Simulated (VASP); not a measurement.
# PbO₂: convergence, energy difference of two geometries

PbO₂, P4_2/mnm (no. 136), 6 atoms in the cell. PBE, energy difference of two geometries; PAW potentials Pb_d, O (PBE set). VASP 6.6.1.

Wanted: energy difference within 0.5 meV/atom.

What the run is for: energy difference; Accuracy asked: standard; Second geometry: last atom moved by 0.08 A along z, cell strained by -1.0% along z.

The series start from Plane-wave cutoff (eV): 520; k-point mesh: 5 × 5 × 7; Precision mode (PREC): Accurate; Electronic threshold (eV): 1e-6; Aspherical gradient terms in the spheres (LASPH): yes; Electronic algorithm: ALGO=Normal. Each series keeps the choices made before it, and each single choice may use up half of a tolerance. Times cover all steps of a run.

## Plane-wave cutoff (eV)

| Plane-wave cutoff (eV) | Energy difference (meV/atom) | Time (s) |
|---|---|---|
| 320 | 13.84 | 37 |
| 400 | 12.48 | 53 |
| 460 | 12.57 | 56 |
| 520 | 12.52 | 82 |
| 600 | 12.50 | 81 |
| 700 | 12.46 | 128 |
| 840 (reference) | 12.44 | 139 |

Chosen: 400, the loosest value from which every tighter one stays within half of the tolerance.

## k-point mesh

| k-point mesh | Energy difference (meV/atom) | Time (s) |
|---|---|---|
| 2 × 2 × 2 | 18.36 | 26 |
| 2 × 2 × 3 | 15.49 | 20 |
| 3 × 3 × 4 | 12.33 | 25 |
| 4 × 4 × 5 | 11.83 | 44 |
| 5 × 5 × 7 | 12.48 | 53 |
| 6 × 6 × 8 | 12.22 | 71 |
| 7 × 7 × 10 | 12.30 | 82 |
| 9 × 9 × 13 (reference) | 12.26 | 167 |

Chosen: 5 × 5 × 7.

## Precision mode (PREC)

| Precision mode (PREC) | Energy difference (meV/atom) | Time (s) |
|---|---|---|
| Low | 12.67 | 26 |
| SingleN | 12.69 | 24 |
| Normal | 12.52 | 30 |
| Accurate (reference) | 12.48 | 53 |

Chosen: Low.

## Electronic threshold (eV)

| Electronic threshold (eV) | Energy difference (meV/atom) | Time (s) |
|---|---|---|
| 0.001 | 12.67 | 20 |
| 0.0001 | 12.67 | 25 |
| 1e-5 | 12.67 | 28 |
| 1e-6 | 12.67 | 26 |
| 1e-7 | 12.67 | 33 |
| 1e-8 (reference) | 12.67 | 32 |

Chosen: 0.001.

## Aspherical gradient terms in the spheres (LASPH)

| Aspherical gradient terms in the spheres (LASPH) | Energy difference (meV/atom) | Time (s) |
|---|---|---|
| yes | 12.67 | 20 |
| no | 12.66 | 22 |

Chosen: yes; no other choice that stays within half of the tolerance saves 30 % of the time.

## Electronic algorithm

| Electronic algorithm | Energy difference (meV/atom) | Time (s) |
|---|---|---|
| ALGO=Normal | 12.67 | 20 |
| ALGO=Fast | 12.65 | 27 |
| ALGO=VeryFast | 12.66 | 25 |
| ALGO=All ISEARCH=1 | 12.67 | 25 |
| ALGO=All ISEARCH=0 | 12.67 | 19 |
| ALGO=Damped TIME=0.4 | 12.67 | 25 |
| ALGO=Damped TIME=0.1 | 12.57 | 30 |
| ALGO=Old Fast | 12.67 | 20 |

Chosen: ALGO=Normal.

## All choices together

| Input | Energy difference (meV/atom) | Time (s) |
|---|---|---|
| the program's defaults (naive) | 12.35 | 16 |
| chosen settings | 12.67 | 20 |
| reference settings throughout | 12.51 | 440 |

The tolerance is met.

## The input

INCAR:
```
  GGA = PE
  ISMEAR = 0
  SIGMA = 0.03
  LWAVE = F
  LCHARG = F
  ISIF = 2
  PREC = Low
  LASPH = T
  LREAL = F
  ALGO = Normal
  EDIFF = 0.001
  NELM = 120
  GGA_COMPAT = F
  ENCUT = 400
  EFERMI = MIDGAP
  KPAR = 8
```

KPOINTS:
```
Automatic mesh
0
Gamma
  5 5 7
  0 0 0
```

POSCAR.step1:
```
PbO2
1.0
    4.9949598700      0.0000000000      0.0000000000
    0.0000000000      4.9949598700      0.0000000000
    0.0000000000      0.0000000000      3.4090009600
Pb O
2 4
Direct
    0.5000000000      0.5000000000      0.5000000000
    0.0000000000      0.0000000000      0.0000000000
    0.6925710400      0.6925710400      0.0000000000
    0.8074289600      0.1925710400      0.5000000000
    0.1925710400      0.8074289600      0.5000000000
    0.3074289600      0.3074289600      0.0000000000
```

POSCAR.step2:
```
PbO2
1.0
    4.9949598700      0.0000000000      0.0000000000
    0.0000000000      4.9949598700      0.0000000000
    0.0000000000      0.0000000000      3.3749109504
Pb O
2 4
Direct
    0.5000000000      0.5000000000      0.5000000000
    0.0000000000      0.0000000000      0.0000000000
    0.6925710400      0.6925710400      0.0000000000
    0.8074289600      0.1925710400      0.5000000000
    0.1925710400      0.8074289600      0.5000000000
    0.3074289600      0.3074289600      0.0234672900
```

Commands (each step's output is kept before the next begins):
```
cat potpaw_PBE.64/Pb_d/POTCAR potpaw_PBE.64/O/POTCAR > POTCAR
cp POSCAR.step1 POSCAR
mpirun -np 8 vasp_std > vasp.out
cp POSCAR.step2 POSCAR
mpirun -np 8 vasp_std > vasp.out
```

The naive input happens to agree within the tolerance here, in 16 s.

The chosen input took VASP 6.6.1 20 s on 8 cores (Intel Xeon Platinum 8375C @ 2.90GHz (Ice Lake)), a shared host.

## An input that fails: mixing far too strong

The electronic loop stops at its limit of 71 steps.

Changes against the starting input:
```
- NELM = 120
+ NELM = 71
+ IMIX = 1
+ AMIX = 1.5
+ BMIX = 0.0001
```
